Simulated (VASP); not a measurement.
# PtSe2 in VASP: one cell, several levels of theory, part 2 of 2

VASP 6.6.1, plane waves, PAW. The steps go on from the part before.

### Step 4. PBEsol

The input, INCAR:

```
ENCUT = 520.000000
SIGMA = 0.020000
EDIFF = 1.00e-07
GGA = PS
PREC = Accurate
IBRION = -1
ISIF = 2
ISMEAR = -1
NBANDS = 18
NELM = 120
NSW = 0
LASPH = .TRUE.
LCHARG = .FALSE.
LWAVE = .FALSE.
LREAL = .FALSE.
```

The input, KPOINTS:

```
KPOINTS created by Atomic Simulation Environment
0
Gamma
12 12 6
0 0 0
```

The input, KPOINTS_OPT:

```
special points
8
Reciprocal
0.0000000000 0.0000000000 0.0000000000 1
0.5000000000 0.0000000000 0.0000000000 1
0.3333333333 0.3333333333 0.0000000000 1
0.0000000000 0.0000000000 0.5000000000 1
0.5000000000 0.0000000000 0.5000000000 1
0.3333333333 0.3333333333 0.5000000000 1
0.3000000000 0.3000000000 0.0000000000 1
0.0000000000 0.2500000000 0.3333333333 1
```

The input, POSCAR:

```
Pt Se
 1.0000000000000000
     3.7286503664691817   -0.0000000000285391   -0.0000000000000000
    -1.8643251832098753    3.2291059392067378   -0.0000000000000000
    -0.0000000000000000   -0.0000000000000000    5.2771565732265966
 Pt  Se
   1   2
Cartesian
 -0.0000000000000000  0.0000000000000000  0.0000000000000000
  0.0000000000164769  2.1527372927949795  1.2993356843452306
  1.8643251832428294  1.0763686463832198  3.9778208888813680
```

The run uses the recommended PBE PAW datasets (22 valence electrons a neutral cell).

On the command line:

```console
mpirun -np 1 vasp_std
```

Standard output, without the iteration lines:

```text
POSCAR found type information on POSCAR PtSe
 POSCAR found :  2 types and       3 ions
 -----------------------------------------------------------------------------
|                                                                             |
|                                                                             |
|     You enforced a specific xc type in the INCAR file but a different       |
|     I HOPE YOU KNOW WHAT YOU ARE DOING!                                     |
|                                                                             |
 -----------------------------------------------------------------------------

 LDA part: xc-table for (Slater+PW92), standard interpolation
 POSCAR, INCAR and KPOINTS ok, starting setup
 FFT: planning ... GRIDC
 FFT: planning ... GRID_SOFT
 FFT: planning ... GRID
 WAVECAR not read
 entering main loop
 Start KPOINTS_OPT (optional k-point list driver)
k-point batch [1-8\8]
```

OSZICAR:

```text
N       E                     dE             d eps       ncg     rms          rms(c)
DAV:   1     0.107566463865E+03    0.10757E+03   -0.99691E+03  3648   0.107E+03
DAV:   2    -0.115562900352E+02   -0.11912E+03   -0.11495E+03  4414   0.209E+02
DAV:   3    -0.167230899979E+02   -0.51668E+01   -0.51314E+01  4404   0.433E+01
DAV:   4    -0.167632963897E+02   -0.40206E-01   -0.40185E-01  4528   0.415E+00
DAV:   5    -0.167637224063E+02   -0.42602E-03   -0.42600E-03  4320   0.411E-01    0.127E+01
DAV:   6    -0.161285275200E+02    0.63519E+00   -0.43722E+00  3728   0.192E+01    0.747E+00
DAV:   7    -0.159054905217E+02    0.22304E+00   -0.85103E-01  3676   0.915E+00    0.368E+00
DAV:   8    -0.158791616717E+02    0.26329E-01   -0.56030E-02  3990   0.168E+00    0.817E-01
DAV:   9    -0.158766881019E+02    0.24736E-02   -0.63010E-03  4050   0.738E-01    0.194E-01
DAV:  10    -0.158767516095E+02   -0.63508E-04   -0.10743E-03  4112   0.213E-01    0.397E-02
DAV:  11    -0.158767437836E+02    0.78259E-05   -0.63485E-05  4454   0.709E-02    0.233E-02
DAV:  12    -0.158767448564E+02   -0.10728E-05   -0.62281E-06  3980   0.163E-02    0.492E-03
DAV:  13    -0.158767449984E+02   -0.14204E-06   -0.99720E-07  4550   0.687E-03    0.168E-03
DAV:  14    -0.158767450078E+02   -0.93614E-08   -0.80994E-08  2874   0.207E-03
   1 F= -.15876745E+02 E0= -.15876254E+02  d E =-.981996E-03
       N       E                     dE             ncg
DAV:   1     0.513759843362E+04   -0.36490E+04      288
DAV:   2     0.414903253344E+04   -0.98857E+03      364
DAV:   3     0.411082698019E+04   -0.38206E+02      324
DAV:   4     0.411052137983E+04   -0.30560E+00      360
DAV:   5     0.411051667521E+04   -0.47046E-02      338
DAV:   6     0.411051655109E+04   -0.12412E-03      356
DAV:   7     0.411051654740E+04   -0.36886E-05      340
DAV:   8     0.411051654729E+04   -0.10637E-06      350
DAV:   9     0.411051654729E+04   -0.55079E-08      224
```

Parts of OUTCAR:

```text
k-points           NKPTS =    100   k-points in BZ     NKDIM =    100   number of bands    NBANDS=     18

   NELECT =      22.0000    total number of electrons

   dimension x,y,z NGX =    28 NGY =   28 NGZ =   40
   dimension x,y,z NGXF=    56 NGYF=   56 NGZF=   80

  energy-cutoff  :      520.00
  volume of cell :       63.54
      direct lattice vectors                 reciprocal lattice vectors
     3.728650366 -0.000000000  0.000000000     0.268193556  0.154841622  0.000000000
    -1.864325183  3.229105939  0.000000000     0.000000000  0.309683243  0.000000000
     0.000000000  0.000000000  5.277156573     0.000000000  0.000000000  0.189495988

 k-points in reciprocal lattice and weights: KPOINTS created by Atomic Simulation Env
   0.00000000  0.00000000  0.00000000       0.001
   0.08333333  0.00000000  0.00000000       0.007
   0.16666667  0.00000000  0.00000000       0.007
   0.25000000  0.00000000  0.00000000       0.007
   0.33333333  0.00000000  0.00000000       0.007
   0.41666667  0.00000000  0.00000000       0.007
   0.50000000  0.00000000  0.00000000       0.003
   0.08333333  0.08333333  0.00000000       0.007
[... 92 more k-points ...]

 E-fermi :   5.8696

 k-point     1 :       0.0000    0.0000    0.0000
  band No.  band energies     occupation
      1      -9.5745      2.00000
      2      -7.0805      2.00000
      3      -1.1271      2.00000
      4      -0.3905      2.00000
      5      -0.3905      2.00000
      6       1.9532      2.00000
      7       1.9532      2.00000
      8       3.2729      2.00000
      9       4.8625      2.00000
     10       4.8625      2.00000
     11       6.0637      0.00012
     12       7.3888      0.00000
     13       7.3888      0.00000
     14       9.5947      0.00000
     15       9.7549      0.00000
     16      13.1651      0.00000
     17      13.1651      0.00000
     18      17.4189      0.00000

 k-point     2 :       0.0833    0.0000    0.0000
  band No.  band energies     occupation
      1      -9.4982      2.00000
      2      -7.1047      2.00000
      3      -1.0357      2.00000
      4      -0.3521      2.00000
      5      -0.3428      2.00000
      6       1.8492      2.00000
      7       1.8990      2.00000
      8       3.1298      2.00000
      9       4.5780      2.00000
     10       4.8108      2.00000
     11       5.9356      0.07097
     12       7.1335      0.00000
     13       7.3761      0.00000
     14      10.1383      0.00000
     15      10.2425      0.00000
     16      12.8574      0.00000
     17      13.4283      0.00000
     18      16.2776      0.00000

 k-point     3 :       0.1667    0.0000    0.0000
  band No.  band energies     occupation
      1      -9.2774      2.00000
      2      -7.1729      2.00000
      3      -0.7772      2.00000
      4      -0.2288      2.00000
      5      -0.2130      2.00000
      6       1.4534      2.00000
      7       1.7814      2.00000
      8       2.7588      2.00000
      9       4.1567      2.00000
     10       4.6033      2.00000
     11       5.3612      2.00000
     12       7.0282      0.00000
     13       7.4150      0.00000
     14      10.8579      0.00000
     15      11.1880      0.00000
     16      12.7333      0.00000
     17      14.0458      0.00000
     18      14.7942      0.00000

 k-point     4 :       0.2500    0.0000    0.0000
  band No.  band energies     occupation
      1      -8.9383      2.00000
      2      -7.2749      2.00000
      3      -0.4523      2.00000
      4      -0.0440      2.00000
      5       0.0215      2.00000
      6       0.7371      2.00000
      7       1.7052      2.00000
      8       2.4718      2.00000
      9       3.8226      2.00000
     10       4.2015      2.00000
     11       4.5701      2.00000
     12       7.0440      0.00000
     13       7.5743      0.00000
     14      10.5980      0.00000
     15      12.0755      0.00000
     16      13.4159      0.00000
     17      14.0016      0.00000
     18      14.2342      0.00000

[... the tables of k-points 5 to 100 left out ...]

  Total       -0.2206891     -0.2206891     -0.7463194     -0.0000000      0.0000000      0.0000000
  in kB       -5.5649023     -5.5649023    -18.8192104     -0.0000000      0.0000000      0.0000000
  external PRESSURE =      -9.9830050 kB  Pullay stress =       0.0000000 kB

 POSITION                                       TOTAL-FORCE (eV/Angst)
 -----------------------------------------------------------------------------------
      0.00000      0.00000      0.00000        -0.000000     -0.000000      0.000000
      0.00000      2.15274      1.29934        -0.000000     -0.000000     -0.094048
      1.86433      1.07637      3.97782         0.000000      0.000000      0.094048
 -----------------------------------------------------------------------------------
    total drift:                               -0.000000      0.000000     -0.000000

  FREE ENERGIE OF THE ION-ELECTRON SYSTEM (eV)
  ---------------------------------------------------
  free  energy   TOTEN  =       -15.8767450078 eV

  energy  without entropy=      -15.8757630113  energy(sigma->0) =      -15.87625401
```

Hardware: 1 MPI rank of Intel Xeon 6975P-C, shared host.

The levels at the points of KPOINTS_OPT are read from vasprun.xml.

Near the gap, in eV above the top of the last filled band v; c is the band after it:

```csv
point,v−1,v,c,c+1
Γ,-1.20,0.00,1.33,1.33
M,-3.49,-3.14,0.47,1.96
K,-1.98,-1.98,-0.20,-0.20
A,-1.54,-1.54,1.98,1.98
L,-2.94,-1.71,0.86,1.26
H,-2.60,-2.60,1.56,1.56
```

At the PBEsol level the bands overlap by 0.21 eV: a metal or semimetal. Pressure: -1.00 GPa, and the largest force is 0.094 eV/Å, on atom 2 (Se).

### Step 5. Results

The summary covers parts 1 to 2.

| level | gap (eV) | pressure (GPa) | largest force (eV/Å) | Ansatz: gap (eV) | Ansatz: pressure (GPa) | Ansatz: force (eV/Å) |
| --- | --- | --- | --- | --- | --- | --- |
| PBE | -0.17 | 3.74 | 0.173 | -0.16 | 3.77 | 0.169 |
| LDA | -0.22 | -3.18 | 0.204 | -0.22 | -3.52 | 0.251 |
| PBEsol | -0.21 | -1.00 | 0.094 | -0.20 | -1.06 | 0.106 |

A negative gap is an overlap of bands.

**Reading.** No gap over 0.02 eV opens at any of these levels. Spin-orbit coupling is left out, though the cell holds Pt (Z = 78); in an element this heavy it can shift bands and gaps by tenths of an eV. At this one volume the pressure spans -3.2 GPa (LDA) to 3.7 GPa (PBE): PBE wants the largest cell and LDA the smallest. Forces up to 0.20 eV/Å (LDA) show atoms off their equilibrium places at that level; the least is 0.094 eV/Å (PBEsol). The two programs agree on the overlap of the bands within 0.02 eV, far less than the spread between functionals. Datasets and cutoffs are each program's own. VASP's cell holds 22 valence electrons and Ansatz's 50. LDA means the Perdew–Zunger form in VASP and the Perdew–Wang form in Ansatz.
